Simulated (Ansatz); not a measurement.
Input and command of a calculation in Ansatz (plane waves; scalar-relativistic PAW potentials unless the input names others):

```yaml
crystal:
  lattice:
    - [0.0, 0.0, 5.0742922929]
    - [4.6379047741, -2.6776955698, 0.0]
    - [0.0, 5.3553911397, 0.0]
  atoms:
    - { symbol: Si, position: [0.5028107295, 0.0, 0.3333333333], spin: 0.25 }
    - { symbol: Si, position: [0.4968839631, 0.6666666667, 0.6666666667] }
    - { symbol: Si, position: [0.4968839631, 0.3333333333, 1.0] }
    - { symbol: Si, position: [1.0037158639, 0.3274989057, 0.3333333333], spin: 0.25 }
    - { symbol: Si, position: [1.0037158639, 0.0, 0.660832239], spin: 0.25 }
    - { symbol: Si, position: [1.0037158639, 0.6725010943, 1.0058344276], spin: 0.25 }
    - { symbol: C, position: [0.8719006014, 0.6666666667, 0.6666666667] }
    - { symbol: C, position: [0.8719006014, 0.3333333333, 1.0] }
    - { symbol: C, position: [0.3743514189, 0.3361290228, 0.3333333333] }
    - { symbol: C, position: [0.3743514189, 0.0, 0.6694623561] }
    - { symbol: C, position: [0.3743514189, 0.6638709772, 0.9972043105] }
  host:
    lattice:
      - [3.0919365161, 0.0, 0.0]
      - [-1.545968258, 2.6776955698, 0.0]
      - [0.0, 0.0, 5.0742922929]
    atoms:
      - { symbol: Si, position: [0.3333333333, 0.6666666667, 0.4995817072] }
      - { symbol: Si, position: [0.6666666667, 0.3333333333, 0.9995817072] }
      - { symbol: C, position: [0.3333333333, 0.6666666667, 0.8754182928] }
      - { symbol: C, position: [0.6666666667, 0.3333333333, 0.3754182928] }
total_charge: 1
basis:
  ecutwfc: 420
  xc_grid: 2
kpoints:
  mp_grid: { grid: [2, 2, 2], shift: [0.0, 0.0, 0.0] }
hamiltonian:
  xc: pbe
  pseudopotentials: { kind: nc }
scf:
  occupations: { method: gaussian, width: 0.01 }
  max_iter: 75
output:
  forces: true
  eigenvalues: true
magnetization:
  spin_polarized: true
  spin_orbit: true
relax:
  adjacent_minimum: "off"
  f_tol: 0.025
  max_steps: 45
```

```bash
ansatz run input.yaml --threads 4 --pin off --max-ram 8192MiB --backend cpu --events-out ev --progress --plain --runs-dir out
```

Task: What is wrong with this input?

Result: The program refuses it, because of spin-orbit coupling on scalar files and without noncollinear: true (magnetization: {"spin_polarized": true} → {"spin_polarized": true, "spin_orbit": true}; hamiltonian.pseudopotentials: not typed → {"kind": "nc"}). With the sound run's settings it is accepted.

Abridged log:
```
Error: 2 input errors — fix all and re-run
  1. inconsistent input (magnetization.spin_orbit, magnetization.noncollinear): true requires noncollinear: true — spin–orbit coupling acts on 2-spinor wavefunctions; set both flags
  2. inconsistent input (magnetization.spin_orbit, hamiltonian.pseudopotentials.kind): true requires a fully-relativistic hamiltonian.pseudopotentials.kind (nc_fr or paw_fr), or kind: all_electron without datasets and azcp, which then solves Dirac's equation on LAPW. paw_fr resolves this project's PAW files (source: ansatz) by j as it reads them
```